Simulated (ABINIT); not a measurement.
# PbS (Cmcm) in ABINIT: a series of runs, part 2 of 2

ABINIT 10.8.3 (patched build). The steps go on from the part before.

## (3) Single point, PBEsol

File run.abi:

```
pp_dirpath "./"
pseudos "Pb.upf, S.upf"

acell 11.9847737919 11.9847737919 8.086744576
rprim
     0.3279612126    -0.9446911892     0.0000000000
     0.3279612126     0.9446911892     0.0000000000
     0.0000000000     0.0000000000     1.0000000000
ntypat 2
znucl 82 16
natom 4
typat 1 1 2 2
xcart
     2.0799526950     4.4268092859     1.0698302350
     2.0799526950    -4.4268092859     3.2094907050
     2.0799526950     1.7399074789     1.0698302350
     2.0799526950    -1.7399074789     3.2094907050 Angstrom
chkprim 0
chksymtnons 0
tolsym 1.0e-6

ecut 653.073270 eV

kptopt 1
ngkpt 5 5 4
nshiftk 1
shiftk 0.0 0.0 0.0

ixc -116133

nband 24
occopt 3
tsmear 0.05 eV

nstep 100
tolvrs 1.0e-10

iomode 3
prtwf 0
prteig 0
prtebands 0
prtden 1
prtvha 1
prtvclmb 1
prtpot 1
prtelf 1
```

Potentials or basis: PseudoDojo NC SR PBEsol v0.4.1 standard.

Run with:

```bash
> abinit run.abi > log 2>&1
```

run.abo:

```text
.Version 10.8.3 of ABINIT
 Symmetries : space group Cm c m (# 63); Bravais oC (1-face-center ortho.)
================================================================================
 Values of the parameters that define the memory need of the present run
     intxc =       0    ionmov =       0      iscf =       7    lmnmax =       6
     lnmax =       6     mgfft =      54  mpssoang =       3    mqgrid =    3001
     natom =       4  nloc_mem =       1    nspden =       1   nspinor =       1
    nsppol =       1      nsym =       8    n1xccc =    2501    ntypat =       2
    occopt =       3   xclevel =       2
       mpw =        4065          nfft =      104976          nkpt =          27
================================================================================
================================================================================

--------------------------------------------------------------------------------
------------- Echo of variables that govern the present computation ------------
--------------------------------------------------------------------------------
 -outvars: echo values of preprocessed input variables --------
            acell      1.1984773792E+01  1.1984773792E+01  8.0867445760E+00 Bohr
              amu      2.07200000E+02  3.20660000E+01
          chkprim           0
      chksymtnons           0
             ecut      2.40000000E+01 Hartree
              ixc     -116133
         kptrlatt        5    0    0      0    5    0      0    0    4
          kptrlen      3.23469783E+01
            natom           4
            nband          24
            ngfft          54      54      36
             nkpt          27
            nstep         100
             nsym           8
           ntypat           2
           occopt           3
        prtebands           0
           prteig           0
           prtelf           1
           prtpot           1
         prtvclmb           1
           prtvha           1
            prtwf           0
            rprim      3.2796121260E-01 -9.4469118920E-01  0.0000000000E+00
                       3.2796121260E-01  9.4469118920E-01  0.0000000000E+00
                       0.0000000000E+00  0.0000000000E+00  1.0000000000E+00
          spgroup          63
           tolsym      1.00000000E-06
           tolvrs      1.00000000E-10
           tsmear      1.83746611E-03 Hartree
            typat      1  1  2  2
           xangst      2.0799526950E+00  4.4268092859E+00  1.0698302357E+00
                       2.0799526950E+00 -4.4268092859E+00  3.2094907043E+00
                       2.0799526950E+00  1.7399074789E+00  1.0698302357E+00
                       2.0799526950E+00 -1.7399074789E+00  3.2094907043E+00
            xcart      3.9305409484E+00  8.3654571620E+00  2.0216861467E+00
                       3.9305409484E+00 -8.3654571620E+00  6.0650584347E+00
                       3.9305409484E+00  3.2879486195E+00  2.0216861467E+00
                       3.9305409484E+00 -3.2879486195E+00  6.0650584347E+00
             xred      1.3056335010E-01  8.6943665063E-01  2.5000000034E-01
                       8.6943665063E-01  1.3056335010E-01  7.5000000034E-01
                       3.5479709026E-01  6.4520291046E-01  2.5000000034E-01
                       6.4520291046E-01  3.5479709026E-01  7.5000000034E-01
            znucl       82.00000   16.00000

================================================================================

 chkinp: Checking input parameters for consistency.

================================================================================
[... 108 lines left out ...]
 ------------------------------------------------
 Atom  Sphere_radius  Integrated_density
    1        2.00000         10.04866066
    2        2.00000         10.04866066
    3        2.00000          3.83322578
    4        2.00000          3.83322578
================================================================================

 ----iterations are completed or convergence reached----

 Mean square residual over all n,k,spin=   36.140E-08; max=  15.686E-05
 reduced coordinates (array xred) for    4 atoms
       0.130563350102      0.869436650627      0.250000000338
       0.869436650627      0.130563350102      0.750000000338
       0.354797090264      0.645202910465      0.250000000338
       0.645202910465      0.354797090264      0.750000000338
 rms dE/dt=  3.9200E-03; max dE/dt=  6.4353E-03; dE/dt below (all hartree)
    1      -0.002164527549      0.002164527549      0.000000000000
    2       0.002164527549     -0.002164527549      0.000000000000
    3      -0.006435338149      0.006435338149      0.000000000000
    4       0.006435338149     -0.006435338149     -0.000000000000

 cartesian coordinates (angstrom) at end:
    1      2.07995269500000     4.42680928590000     1.06983023572262
    2      2.07995269500000    -4.42680928590000     3.20949070427738
    3      2.07995269500000     1.73990747890000     1.06983023572262
    4      2.07995269500000    -1.73990747890000     3.20949070427738

 cartesian forces (hartree/bohr) at end:
    1     -0.00000000000000    -0.00019118042004     0.00000000000000
    2      0.00000000000000     0.00019118042004    -0.00000000000000
    3      0.00000000000000    -0.00056839685460    -0.00000000000000
    4      0.00000000000000     0.00056839685460     0.00000000000000
 frms,max,avg= 2.4482134E-04 5.6839685E-04   0.000E+00  0.000E+00  0.000E+00 h/b

 cartesian forces (eV/Angstrom) at end:
    1     -0.00000000000000    -0.00983089246607     0.00000000000000
    2      0.00000000000000     0.00983089246607    -0.00000000000000
    3      0.00000000000000    -0.02922814143029    -0.00000000000000
    4      0.00000000000000     0.02922814143029     0.00000000000000
 frms,max,avg= 1.2589220E-02 2.9228141E-02   0.000E+00  0.000E+00  0.000E+00 e/A
 length scales= 11.984773791900 11.984773791900  8.086744576000 bohr
              =  6.342069164198  6.342069164198  4.279320937110 angstroms
 Fermi (or HOMO) energy (hartree) =   0.15258   Average Vxc (hartree)=  -0.36811
 Eigenvalues (hartree) for nkpt=  27  k points:
 kpt#   1, nband= 24, wtk=  0.01000, kpt=  0.0000  0.0000  0.0000 (reduced coord)
  -0.46761   -0.46353   -0.46327   -0.46280   -0.46176   -0.46126   -0.46120   -0.46094
  -0.46060   -0.45901   -0.34429   -0.27731   -0.11881   -0.08333   -0.02319    0.02425
   0.04512    0.07210    0.07878    0.11523    0.30151    0.30171    0.31011    0.33599
      occupation numbers for kpt#   1
   2.00000    2.00000    2.00000    2.00000    2.00000    2.00000    2.00000    2.00000
   2.00000    2.00000    2.00000    2.00000    2.00000    2.00000    2.00000    2.00000
   2.00000    2.00000    2.00000    2.00000    0.00000    0.00000    0.00000    0.00000
 prteigrs : prtvol=0 or 1, do not print more k-points.

--- !EnergyTerms
iteration_state     : {dtset: 1, }
comment             : Components of total free energy in Hartree
kinetic             :  7.67249561006336E+01
hartree             :  3.16226465528336E+01
xc                  : -4.58882502556905E+01
Ewald energy        : -1.09485257145813E+02
psp_core            :  5.89603370411249E+00
local_psp           : -9.57970969964331E+01
non_local_psp       : -2.57177229075979E+01
internal            : -1.62644690947954E+02
'-kT*entropy'       : -2.40570362735068E-08
total_energy        : -1.62644690972011E+02
total_energy_eV     : -4.42578750689762E+03
band_energy         : -1.02261536980061E+01
...

 Cartesian components of stress tensor (hartree/bohr^3)
  sigma(1 1)=  7.90712592E-05  sigma(3 2)=  0.00000000E+00
  sigma(2 2)=  5.95685183E-05  sigma(3 1)=  0.00000000E+00
  sigma(3 3)=  8.49414718E-05  sigma(2 1)=  0.00000000E+00

-Cartesian components of stress tensor (GPa)         [Pressure= -2.1927E+00 GPa]
- sigma(1 1)=  2.32635676E+00  sigma(3 2)=  0.00000000E+00
- sigma(2 2)=  1.75256632E+00  sigma(3 1)=  0.00000000E+00
- sigma(3 3)=  2.49906438E+00  sigma(2 1)=  0.00000000E+00

== END DATASET(S) ==============================================================
================================================================================

 -outvars: echo values of variables after computation  --------
            acell      1.1984773792E+01  1.1984773792E+01  8.0867445760E+00 Bohr
           etotal     -1.6264469097E+02
            fcart     -8.5060098156E-20 -1.9118042004E-04  4.8774936429E-32
                       3.2659448029E-21  1.9118042004E-04 -1.4632480929E-31
                       1.7436354534E-20 -5.6839685460E-04 -1.4632480929E-31
                       6.4357798819E-20  5.6839685460E-04  2.4387468214E-31
            rprim      3.2796121260E-01 -9.4469118920E-01  0.0000000000E+00
                       3.2796121260E-01  9.4469118920E-01  0.0000000000E+00
                       0.0000000000E+00  0.0000000000E+00  1.0000000000E+00
           strten      7.9071259231E-05  5.9568518330E-05  8.4941471790E-05
                       0.0000000000E+00  0.0000000000E+00  0.0000000000E+00
           xangst      2.0799526950E+00  4.4268092859E+00  1.0698302357E+00
                       2.0799526950E+00 -4.4268092859E+00  3.2094907043E+00
                       2.0799526950E+00  1.7399074789E+00  1.0698302357E+00
                       2.0799526950E+00 -1.7399074789E+00  3.2094907043E+00
             xred      1.3056335010E-01  8.6943665063E-01  2.5000000034E-01
                       8.6943665063E-01  1.3056335010E-01  7.5000000034E-01
                       3.5479709026E-01  6.4520291046E-01  2.5000000034E-01
                       6.4520291046E-01  3.5479709026E-01  7.5000000034E-01
 Calculation completed.
```

Run time: 2.4 min. Hardware: 1 thread of Intel Xeon at 2.70GHz, shared host; peak memory 0.12 GiB.

Results:

| Item | Value |
| --- | --- |
| Free energy | -4425.7875 eV |
| Pressure | -2.2 GPa |
| Largest force | 0.029 eV/Å |
| Band gap on the k mesh | 1.19 eV, direct |
| Valence electrons inside the program's atomic spheres | Pb 10.05; S 3.83 |

Forces on the atoms (eV/Å):
```
Pb   0.000 -0.010  0.000
Pb   0.000  0.010  0.000
S    0.000 -0.029  0.000
S    0.000  0.029  0.000
```

Stress tensor (GPa, compression positive):
```
-2.33  0.00  0.00
 0.00 -1.75  0.00
 0.00  0.00 -2.50
```

Levels at points of the mesh, in eV from the valence-band top:
```
           k point  band 18  band 19  band 20  band 21  band 22  band 23
(0.00, 0.00, 0.00)    -1.60    -1.41    -0.42     4.65     4.65     4.88
(0.00, 0.00, 0.50)    -1.05    -0.07    -0.07     1.79     1.79     2.77
```

Caveat: the cutoff is short for stress, so the pressure is rough; spin-orbit coupling is left out, which as a rule narrows the gap of such compounds by several tenths of an eV; an odd mesh through Γ misses points on the zone boundary, where band edges often lie.

## (4) Single point, PBEsol

run.abi: that of step 3 with these lines changed.

```diff
@@ -1 +1,2 @@
+# Pseudopotentials
 pp_dirpath "./"
@@ -3,3 +4,4 @@
 
-acell 11.9847737919 11.9847737919 8.086744576
+# Structure
+acell 6.3420691685 6.3420691685 4.27932094 Angstrom
 rprim
@@ -21,4 +23,6 @@
 
-ecut 653.073270 eV
+# Plane-wave basis
+ecut 24.0
 
+# k points
 kptopt 1
@@ -28,4 +32,6 @@
 
+# Exchange and correlation
 ixc -116133
 
+# Bands and occupations
 nband 24
@@ -34,2 +40,3 @@
 
+# SCF cycle
 nstep 100
@@ -37,2 +44,3 @@
 
+# Output
 iomode 3
@@ -41,2 +49,3 @@
 prtebands 0
+prtvol 2
 prtden 1
```

Run with:

```bash
> abinit run.abi > log 2>&1
```

Run time: 1.8 min. Hardware: 1 thread of Arm Neoverse V2, shared host; peak memory 0.12 GiB.

The run converged. Its results:

```
Free energy                                           : -4425.7875 eV
Pressure                                              : -2.2 GPa
Largest force                                         : 0.029 eV/Å
Band gap on the k mesh                                : 1.19 eV, direct
Valence electrons inside the program's atomic spheres : Pb 10.05; S 3.83
```

Forces on the atoms (eV/Å):
```
Pb   0.000 -0.010  0.000
Pb   0.000  0.010  0.000
S    0.000 -0.029  0.000
S    0.000  0.029  0.000
```

Stress tensor (GPa, compression positive):
```
-2.33  0.00  0.00
 0.00 -1.75  0.00
 0.00  0.00 -2.50
```

Levels at points of the mesh, in eV from the valence-band top:
```
           k point  band 17  band 18  band 19  band 20  band 21  band 22  band 23  band 24
(0.00, 0.00, 0.00)    -2.33    -1.60    -1.41    -0.42     4.65     4.65     4.88     5.58
(0.00, 0.00, 0.50)    -1.05    -1.05    -0.07    -0.07     1.79     1.79     2.77     2.77
```

Caveat: the cutoff is short for stress, so the pressure is rough; spin-orbit coupling is left out, which as a rule narrows the gap of such compounds by several tenths of an eV; an odd mesh through Γ misses points on the zone boundary, where band edges often lie.
